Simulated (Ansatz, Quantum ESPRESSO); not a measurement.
# honeycomb SnTe, 1 layer in an electric field, part 4 of 6

How does honeycomb SnTe, 1 layer respond to a gate-like field without added charge?

Quantum ESPRESSO 7.5; plane-wave DFT, PBE, PseudoDojo norm-conserving pseudopotentials; geometry and cross-check by Ansatz 0.2.0 with PAW datasets.

So far. Step 5 (Bands along a path: no field): Along this path the valence top lies at Γ and the conduction bottom between Γ and M. Step 6 (SCF with pw.x: field 0.1 V/Å): The dipole goes from 0.0474 to 0.0851 e Å, 0.3766 e Å per V/Å.

**7. Electrostatic potential**

f1.pot.in

```
&inputpp
  prefix = 'f1'
  outdir = './out'
  filplot = 'f1.pot.dat'
  plot_num = 11
/
```

Run with:

```console
$ OMP_NUM_THREADS=1 mpirun -n 4 pp.x -in f1.pot.in > f1.pot.out
```

Wall time 0.84 s (4 MPI ranks of Arm Neoverse V2, shared host); peak memory 0.12 GiB.

Numbers from this step:

| Item | Value |
| --- | --- |
| slope of the potential above | 0.1001 eV/Å |
| upper vacuum line continued to the top atoms, over the valence top | 4.857 eV |
| slope of the potential below | 0.09993 eV/Å |
| lower vacuum line continued to the bottom atoms, over the valence top | 5.705 eV |

The slope in the vacuum is 0.100 eV/Å for an applied 0.10 V/Å, as it should be.

**8. Self-consistent run: field 0.2 V/Å**

f2.in

```
&control
  prefix = 'f2'
  outdir = './out'
  pseudo_dir = './pseudo'
  calculation = 'scf'
  tprnfor = .true.
  tefield = .true.
  dipfield = .true.
/
&system
  ibrav = 0
  nat = 2
  ntyp = 2
  ecutwfc = 68
  ecutrho = 272
  occupations = 'smearing'
  smearing = 'fd'
  degauss = 0.004
  edir = 3
  emaxpos = 0.97
  eopreg = 0.04
  eamp = 0.00388938
/
&electrons
  conv_thr = 1e-09
  mixing_beta = 0.4
  electron_maxstep = 120
  mixing_mode = 'plain'
  startingpot = 'file'
/
ATOMIC_SPECIES
  Te  127.6000  Te.dojo-sr-pbe-0.4.1-standard.upf
  Sn  118.7100  Sn.dojo-sr-pbe-0.4.1-standard.upf
CELL_PARAMETERS angstrom
  4.18419574705358 0.00000000000000 0.00000000000000
  -2.09209787352679 3.62361981135521 -0.00000000000000
  0.00000000000000 0.00000000000000 18.69000000000000
ATOMIC_POSITIONS crystal
  Te  0.666666666667 0.333333333333 0.454969785345
  Sn  0.333333333333 0.666666666667 0.545030214655
K_POINTS automatic
  6 6 1 0 0 0
```

Run with:

```console
$ cp -r out/f0.save out/f2.save
$ OMP_NUM_THREADS=1 mpirun -n 4 pw.x -nk 2 -in f2.in > f2.out
```

What it wrote:

```text
[banner, memory and clock lines left out]
Program PWSCF v.7.5 starts
[...]
number of electrons       =        30.00
     number of Kohn-Sham states=           19
     kinetic-energy cutoff     =      68.0000  Ry
     charge density cutoff     =     272.0000  Ry
[...]
number of k points=    20  Fermi-Dirac smearing, width (Ry)=  0.0040
[...]
Dense  grid:   144899 G-vectors     FFT dimensions: (  45,  45, 192)
     The initial density is read from file :
[...]
Starting wfcs are   18 randomized atomic wfcs +    1 random wfcs
[...]
estimated scf accuracy    <       0.02670225 Ry
[...]
estimated scf accuracy    <       0.14547748 Ry
[...]
estimated scf accuracy    <       0.00003983 Ry
[...]
estimated scf accuracy    <       0.00001380 Ry
[...]
estimated scf accuracy    <       0.00000064 Ry
[...]
estimated scf accuracy    <       0.00000004 Ry
[...]
estimated scf accuracy    <          3.3E-09 Ry
[...]
estimated scf accuracy    <          1.6E-09 Ry
[...]
Computed dipole along edir(3) :
        Dipole                0.2320 Ry au,          0.5897 Debye
        Dipole field          0.0015 Ry au,
        E field amplitude [Ha a.u.]:  3.8894E-03
        Potential amp.        0.1604 Ry
        Total length         33.9062 bohr
[...]
the Fermi energy is    -1.2061 ev
!    total energy              =    -367.35640540 Ry
     estimated scf accuracy    <          4.9E-11 Ry
     smearing contrib. (-TS)   =      -0.00000000 Ry
     internal energy E=F+TS    =    -367.35640540 Ry
[...]
one-electron contribution =    -984.62829120 Ry
     hartree contribution      =     495.28080809 Ry
     xc contribution           =     -93.25085048 Ry
     ewald contribution        =     215.24337927 Ry
     electric field correction =      -0.00145109 Ry
     convergence has been achieved in   9 iterations
[...]
Total force =     0.002928     Total SCF correction =     0.000015
[...]
```

The job ended after 30 s (4 MPI ranks; peak memory 0.49 GiB; 2 min of CPU time).

Read from the output:

| Property | Result |
| --- | --- |
| free energy | -4998.1385 eV |
| Fermi energy | -1.206 eV |
| dipole along the normal | 0.1228 e·Å |
| valence top, on the run's zero | -2.146 eV |
| conduction bottom, on the run's zero | -0.2336 eV |
| gap by band count | 1.912 eV |

The dipole goes from 0.0474 to 0.1228 e Å, 0.3767 e Å per V/Å.

**9. Potential by pp.x**

f2.pot.in

```
&inputpp
  prefix = 'f2'
  outdir = './out'
  filplot = 'f2.pot.dat'
  plot_num = 11
/
```

Run with:

```console
$ OMP_NUM_THREADS=1 mpirun -n 4 pp.x -in f2.pot.in > f2.pot.out
```

Wall time 0.84 s (4 MPI ranks); peak memory 0.13 GiB; 3 s of CPU time.

This step gave:

- slope of the potential above: 0.2001 eV/Å
- upper vacuum line continued to the top atoms, over the valence top: 4.712 eV
- slope of the potential below: 0.1999 eV/Å
- lower vacuum line continued to the bottom atoms, over the valence top: 5.841 eV

The slope in the vacuum is 0.200 eV/Å for an applied 0.20 V/Å, as it should be.

**10. Bands along a path: field 0.2 V/Å**

f2.bands.in

```
&control
  prefix = 'f2.bands'
  outdir = './out'
  pseudo_dir = './pseudo'
  calculation = 'bands'
  tefield = .true.
  dipfield = .true.
/
&system
  ibrav = 0
  nat = 2
  ntyp = 2
  ecutwfc = 68
  ecutrho = 272
  occupations = 'smearing'
  smearing = 'fd'
  degauss = 0.004
  edir = 3
  emaxpos = 0.97
  eopreg = 0.04
  eamp = 0.00388938
  nbnd = 21
/
&electrons
  conv_thr = 1e-07
  mixing_beta = 0.4
  electron_maxstep = 120
  mixing_mode = 'local-TF'
/
ATOMIC_SPECIES
  Te  127.6000  Te.dojo-sr-pbe-0.4.1-standard.upf
  Sn  118.7100  Sn.dojo-sr-pbe-0.4.1-standard.upf
CELL_PARAMETERS angstrom
  4.18419574705358 0.00000000000000 0.00000000000000
  -2.09209787352679 3.62361981135521 -0.00000000000000
  0.00000000000000 0.00000000000000 18.69000000000000
ATOMIC_POSITIONS crystal
  Te  0.666666666667 0.333333333333 0.454969785345
  Sn  0.333333333333 0.666666666667 0.545030214655
K_POINTS crystal_b
4
  0.0000000000 0.0000000000 0.0000000000 14
  0.5000000000 0.0000000000 0.0000000000 14
  0.3333333333 0.3333333333 0.0000000000 14
  0.0000000000 0.0000000000 0.0000000000 1
```

Run with:

```console
$ cp -r out/f2.save out/f2.bands.save
$ cp out/f2.xml out/f2.bands.xml
$ OMP_NUM_THREADS=1 mpirun -n 4 pw.x -nk 4 -in f2.bands.in > f2.bands.out
```

What it wrote:

```text
[banner, memory and clock lines left out]
Program PWSCF v.7.5 starts
[citation notice left out]

[...]
bravais-lattice index     =            0
     lattice parameter (alat)  =       7.9070  a.u.
     unit-cell volume          =    1912.3198 (a.u.)^3
     number of atoms/cell      =            2
     number of atomic types    =            2
     number of electrons       =        30.00
     number of Kohn-Sham states=           21
     kinetic-energy cutoff     =      68.0000  Ry
     charge density cutoff     =     272.0000  Ry
     Exchange-correlation= PBE
                           (   1   4   3   4   0   0   0)

[...]
PseudoPot. # 1 for Te read from file:
     ./pseudo/Te.dojo-sr-pbe-0.4.1-standard.upf
     Pseudo is Norm-conserving + core correction, Zval = 16.0
     Generated using ONCVPSP code by D. R. Hamann
     Using radial grid of 1294 points,  6 beta functions with:
                l(1) =   0
                l(2) =   0
                l(3) =   1
                l(4) =   1
                l(5) =   2
                l(6) =   2

     PseudoPot. # 2 for Sn read from file:
     ./pseudo/Sn.dojo-sr-pbe-0.4.1-standard.upf
     Pseudo is Norm-conserving + core correction, Zval = 14.0
     Generated using ONCVPSP code by D. R. Hamann
     Using radial grid of 1628 points,  6 beta functions with:
                l(1) =   0
                l(2) =   0
                l(3) =   1
                l(4) =   1
                l(5) =   2
                l(6) =   2

     atomic species   valence    mass     pseudopotential
     Te               16.00   127.60000     Te( 1.00)
     Sn               14.00   118.71000     Sn( 1.00)

     No symmetry found

[...]
number of k points=    43  Fermi-Dirac smearing, width (Ry)=  0.0040
[...]
Dense  grid:   144899 G-vectors     FFT dimensions: (  45,  45, 192)

     The potential is recalculated from file :
     ./out/f2.bands.save/charge-density

     Adding external electric field

     Computed dipole along edir(3) :
        Dipole                0.2320 Ry au,          0.5897 Debye
        Dipole field          0.0015 Ry au,

        E field amplitude [Ha a.u.]:  3.8894E-03
        Potential amp.        0.1604 Ry
        Total length         33.9062 bohr

     Starting wfcs are   18 randomized atomic wfcs +    3 random wfcs

     Band Structure Calculation
     Davidson diagonalization with overlap

     ethr =  3.33E-10,  avg # of iterations = 43.7

     End of band structure calculation

          k = 0.0000 0.0000 0.0000 ( 18171 PWs)   bands (ev):

   -37.9836 -37.9836 -37.9617 -37.9617 -37.9531 -22.8007 -22.8007 -22.7454
   -22.7454 -22.7318 -13.2523  -7.6268  -2.3915  -2.1459  -2.1459  -0.0221
     1.5773   1.5773   2.4530   2.9778   3.5417

          k = 0.0357 0.0206 0.0000 ( 18144 PWs)   bands (ev):

   -37.9836 -37.9835 -37.9616 -37.9616 -37.9530 -22.8007 -22.8004 -22.7455
   -22.7454 -22.7317 -13.2419  -7.6246  -2.4242  -2.2167  -2.1675   0.0672
     1.5304   1.5969   2.4717   2.9947   3.5586

[...]
```

Wall time 42 s (4 MPI ranks); peak memory 0.46 GiB; 2.8 min of CPU time.

This step gave:

| Item | Value |
| --- | --- |
| conduction bottom, on the run's zero | -0.2326 eV |
| gap by band count | 1.913 eV |

Band numbers count within the set of bands kept for display. Electronic bands along the path, in eV, zero at the highest filled level of the SCF mesh; v1 is the highest filled band, c1 the lowest empty one:

```
  point     v4     v3     v2     v1    c1    c2    c3    c4
      Γ  -5.48  -0.25   0.00   0.00  2.12  3.72  3.72  4.60
halfway  -5.54  -2.10  -0.69  -0.15  2.06  3.90  4.14  5.24
      M  -6.19  -2.40  -1.19  -0.92  2.12  3.11  4.11  5.65
halfway  -6.17  -2.52  -1.73  -0.83  2.42  3.60  3.74  6.07
      K  -6.18  -2.87  -1.70  -0.89  2.08  3.75  4.27  7.10
halfway  -5.61  -2.13  -1.38  -0.13  2.58  3.49  4.16  5.52
      Γ  -5.48  -0.25   0.00   0.00  2.12  3.72  3.72  4.60
```

The electronic bands as a text plot (rows in eV, shown from -6.2 to 5.7 only):

```
    5.4 |+   ++++++++++    +++++                    ++++++++++  +
    4.9 |++++++++++                                     +++++ +++
    4.5 |++++                          ++++++++++++          ++++
    4.0 |+++++++++++++++++++++++++++++++++         ++++++++++++++
    3.5 | ++++++     ++++++     +++++++   ++++++++++++++++++++++
    3.0 |                  +++++
    2.5 |  ++++++               ++++++      ++++++++++++++++++++
    2.0 |++      +++++++++++++++      ++++++                    +
    1.5 |
    1.0 |
    0.5 |
    0.0 |************                              **************
   -0.5 | *** ****** *****                    *****      *******
   -1.0 |    ***    **************************        ***  **
   -1.5 |       *              *****   *****       ***  ***
   -2.0 |        ***                ***     ************
   -2.5 |           ******************      *****
   -3.0 |                             ******
   -3.5 |
   -4.0 |
   -4.5 |
   -5.0 |
   -5.4 |************                               *************
   -5.9 |            *******************************
         Γ                   M           K                      Γ
```

Upper empty bands that drop with the field can be states of the vacuum, held by the sawtooth; they depend on the cell's width.

Along this path the valence top lies at Γ and the conduction bottom between Γ and M.

**11. Ground state: field -0.2 V/Å**

f3.in is the input of step 8 with these lines changed:

```diff
@@ -1,3 +1,3 @@
 &control
-  prefix = 'f2'
+  prefix = 'f3'
   outdir = './out'
@@ -21,3 +21,3 @@
   eopreg = 0.04
-  eamp = 0.00388938
+  eamp = -0.00388938
 /
```

Run with:

```console
$ cp -r out/f0.save out/f3.save
$ OMP_NUM_THREADS=1 mpirun -n 4 pw.x -nk 2 -in f3.in > f3.out
```

What it wrote:

```text
[banner, memory and clock lines left out]
Program PWSCF v.7.5 starts
[...]
number of electrons       =        30.00
     number of Kohn-Sham states=           19
     kinetic-energy cutoff     =      68.0000  Ry
     charge density cutoff     =     272.0000  Ry
[...]
number of k points=    20  Fermi-Dirac smearing, width (Ry)=  0.0040
[...]
Dense  grid:   144899 G-vectors     FFT dimensions: (  45,  45, 192)
     The initial density is read from file :
[...]
Starting wfcs are   18 randomized atomic wfcs +    1 random wfcs
[...]
estimated scf accuracy    <       0.02902341 Ry
[...]
estimated scf accuracy    <       0.14232607 Ry
[...]
estimated scf accuracy    <       0.00013511 Ry
[...]
estimated scf accuracy    <       0.00006914 Ry
[...]
estimated scf accuracy    <       0.00000962 Ry
[...]
estimated scf accuracy    <       0.00000017 Ry
[...]
estimated scf accuracy    <       0.00000001 Ry
[...]
estimated scf accuracy    <          1.3E-09 Ry
[...]
estimated scf accuracy    <          3.9E-09 Ry
[...]
Computed dipole along edir(3) :
        Dipole               -0.0534 Ry au,         -0.1357 Debye
        Dipole field         -0.0004 Ry au,
        E field amplitude [Ha a.u.]: -3.8894E-03
        Potential amp.       -0.2400 Ry
        Total length         33.9062 bohr
[...]
the Fermi energy is    -1.3017 ev
!    total energy              =    -367.35501274 Ry
     estimated scf accuracy    <          2.0E-11 Ry
     smearing contrib. (-TS)   =      -0.00000000 Ry
     internal energy E=F+TS    =    -367.35501274 Ry
[...]
one-electron contribution =    -984.52104509 Ry
     hartree contribution      =     495.17032474 Ry
     xc contribution           =     -93.24727503 Ry
     ewald contribution        =     215.24337927 Ry
     electric field correction =      -0.00039664 Ry
     convergence has been achieved in  10 iterations
[...]
Total force =     0.000454     Total SCF correction =     0.000036
[...]
```

It took 31 s on 4 MPI ranks; peak memory 0.5 GiB; 2.1 min of CPU time.

Numbers from this step:

* free energy: -4998.1196 eV
* Fermi energy: -1.302 eV
* dipole along the normal: -0.02825 e·Å
* valence top, on the run's zero: -2.225 eV
* conduction bottom, on the run's zero: -0.3395 eV
* gap by band count: 1.886 eV

The dipole goes from 0.0474 to -0.0283 e Å, 0.3784 e Å per V/Å.

**12. Potential by pp.x**

f3.pot.in

```
&inputpp
  prefix = 'f3'
  outdir = './out'
  filplot = 'f3.pot.dat'
  plot_num = 11
/
```

Run with:

```console
$ OMP_NUM_THREADS=1 mpirun -n 4 pp.x -in f3.pot.in > f3.pot.out
```

It took 0.84 s on 4 MPI ranks; peak memory 0.13 GiB.

Read from the output:

- slope of the potential above: -0.1997 eV/Å
- upper vacuum line continued to the top atoms, over the valence top: 5.308 eV
- slope of the potential below: -0.2000 eV/Å
- lower vacuum line continued to the bottom atoms, over the valence top: 5.309 eV

The slope in the vacuum is -0.200 eV/Å for an applied -0.20 V/Å, as it should be.

Each curve counts from the valence top of its own run.

The runs together. The potential energy by z:

```
z (Å)  potential at 0 V/Å (eV)  potential at 0.1 V/Å (eV)  potential at 0.2 V/Å (eV)  potential at -0.2 V/Å (eV)
    0                     5.43                       5.07                       4.71                        6.16
    1                     5.57                       4.95                       4.34                        6.81
    2                     5.57                       5.05                       4.54                        6.61
    3                     5.57                       5.15                       4.74                        6.41
    4                     5.57                       5.25                       4.94                        6.21
    5                     5.57                       5.35                       5.14                        6.01
    6                     5.52                       5.40                       5.29                        5.77
    7                     4.84                       4.80                       4.76                        4.92
    8                    -3.85                      -3.85                      -3.86                       -3.85
    9                    -5.72                      -5.72                      -5.71                       -5.72
   10                    -8.03                      -8.03                      -8.03                       -8.03
   11                    0.334                      0.342                      0.350                       0.318
   12                     4.59                       4.64                       4.70                        4.49
   13                     4.97                       5.11                       5.25                        4.70
   14                     5.00                       5.24                       5.47                        4.54
   15                     5.01                       5.34                       5.68                        4.35
   16                     5.01                       5.44                       5.88                        4.15
   17                     5.01                       5.54                       6.08                        3.95
   18                     5.01                       5.64                       6.28                        3.75
```

[end of part 4 of 6]

[Logs are printed without paths, hosts, clocks, repeated set-up lines and the standing remarks that a program may print on its own settings, such as how far it seeks lower states.]

[Hosts, paths, dates, database ids (printed as entryN), source tags and the programs' standing remarks are cut or masked in the printed files.]

[Maps of the electrostatic potential energy from Ansatz leave out the sawtooth potential of an applied field or a dipole correction, so their vacuum need not be flat; planar profiles and work functions include it.]
